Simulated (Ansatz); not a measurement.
**SiO2: response to biaxial strain in the a-b plane**

An exercise on one series of results from a longer session: the logs are not shown, and one member is left open.

Program: Ansatz 0.2.0. Level of theory: DFT LDA, scalar-relativistic, plane waves, PAW. These are calculated values, not measurements.

## The structure to begin with

It takes space group P4_32_12 (No. 96, tetragonal). Conventional cell: a = 4.976 Å, b = 4.976 Å, c = 6.901 Å, α = 90.00°, β = 90.00°, γ = 90.00°. Around Si (site symmetry 2) lie 4 O at 1.61 Å. Around O (site symmetry 1) lie 2 Si at 1.61 Å.

Coordinates:

```cif
data_structure
_symmetry_space_group_name_H-M 'P 1'
_symmetry_Int_Tables_number 1
_cell_length_a 4.9756
_cell_length_b 4.9756
_cell_length_c 6.9009
_cell_angle_alpha 90.000
_cell_angle_beta 90.000
_cell_angle_gamma 90.000
_cell_volume 170.84
loop_
_atom_site_label
_atom_site_type_symbol
_atom_site_fract_x
_atom_site_fract_y
_atom_site_fract_z
_atom_site_occupancy
Si1 Si 0.19675 0.19675 0.00000 1
Si2 Si 0.30325 0.69675 0.75000 1
Si3 Si 0.69675 0.30325 0.25000 1
Si4 Si 0.80325 0.80325 0.50000 1
O1 O 0.61039 0.73824 0.68204 1
O2 O 0.38961 0.26176 0.18204 1
O3 O 0.73824 0.61039 0.31796 1
O4 O 0.23824 0.88961 0.93204 1
O5 O 0.26176 0.38961 0.81796 1
O6 O 0.11039 0.76176 0.56796 1
O7 O 0.88961 0.23824 0.06796 1
O8 O 0.76176 0.11039 0.43204 1
```

Source of the structure: the Materials Project (structure only).

The first run:

(A quick probe on a coarse mesh, which set the mesh and smearing, is not shown.)

input.yaml reads:

```yaml
crystal:
  lattice:
    - [4.97558882, 0.0, 0.0]
    - [0.0, 4.97558882, 0.0]
    - [0.0, 0.0, 6.90088944]
  atoms:
    - { symbol: Si, position: [0.19675344, 0.19675344, 0.0] }
    - { symbol: Si, position: [0.30324656, 0.69675344, 0.75] }
    - { symbol: Si, position: [0.69675344, 0.30324656, 0.25] }
    - { symbol: Si, position: [0.80324656, 0.80324656, 0.5] }
    - { symbol: O, position: [0.61038707, 0.73824237, 0.68204156] }
    - { symbol: O, position: [0.38961293, 0.26175763, 0.18204156] }
    - { symbol: O, position: [0.73824237, 0.61038707, 0.31795844] }
    - { symbol: O, position: [0.23824237, 0.88961293, 0.93204156] }
    - { symbol: O, position: [0.26175763, 0.38961293, 0.81795844] }
    - { symbol: O, position: [0.11038707, 0.76175763, 0.56795844] }
    - { symbol: O, position: [0.88961293, 0.23824237, 0.06795844] }
    - { symbol: O, position: [0.76175763, 0.11038707, 0.43204156] }
basis:
  ecutwfc: 420
kpoints:
  mp_grid: { grid: [6, 6, 4] }
hamiltonian:
  xc: lda
scf:
  occupations: { method: gaussian, width: 0.02 }
output:
  forces: true
  stress: true
  eigenvalues: true
  write_density: true
  write_potential: true
  elf: true
  volumetric_format: npy
relax:
  adjacent_minimum: "off"
  f_tol: 0.005
  max_steps: 80
  cell: { stress_tol: 0.05 }
```

The run is started by

```console
> ansatz run input.yaml --threads 2 --pin off --max-ram 5120MiB --backend cpu --events-out ev --progress --plain --runs-dir out
```

Among the steps run: The relaxation; Reference cell for the strains; Seeking the band edges; At -1.5 %; Band edges over the zone at -1.5 %; The cell strained by +1.5 %; Seeking the band edges at +1.5 %; At -3.0 %; Band edges over the zone at -3.0 %; Strain +3.0 %; The gap over the whole zone at +3.0 %.

One of the session's tables, all rows but one given; the rest of the session is left out.

```
strain (%)  ΔE (meV/atom)  a (Å)  b (Å)  c (Å)
      -3.0            3.7  4.800  4.800  6.790
      -1.5            0.8  4.874  4.874  6.827
      +0.0            0.0  4.948  4.948  6.878
      +1.5              ?      ?      ?      ?
      +3.0            3.7  5.097  5.097  6.985
```

**Question.** Estimate the row for strain (%) = +1.5.

Worked estimate for «ΔE (meV/atom)». A straight line through the neighbours (0.0, 0.0) and (3.0, 3.7) gives 0.0 + (3.7 − 0.0) × (1.5 − 0.0) / (3.0 − 0.0) = 1.9; a parabola fitted to 3 rows on both sides gives 1.0.

As computed: ΔE (meV/atom): 1.0; a (Å): 5.023; b (Å): 5.023; c (Å): 6.926. In «ΔE (meV/atom)» the line misses by +0.9 and the parabola by 0.0.

ΔE is over the unstrained cell. Stress in GPa, positive in compression, on the Cartesian axes of the input. Gaps are Kohn-Sham gaps over the whole zone (d direct, i indirect).

Caveats from the session: The gap runs from 5.69 eV at -3.0 % through 5.55 to 5.40 eV at +3.0 %.
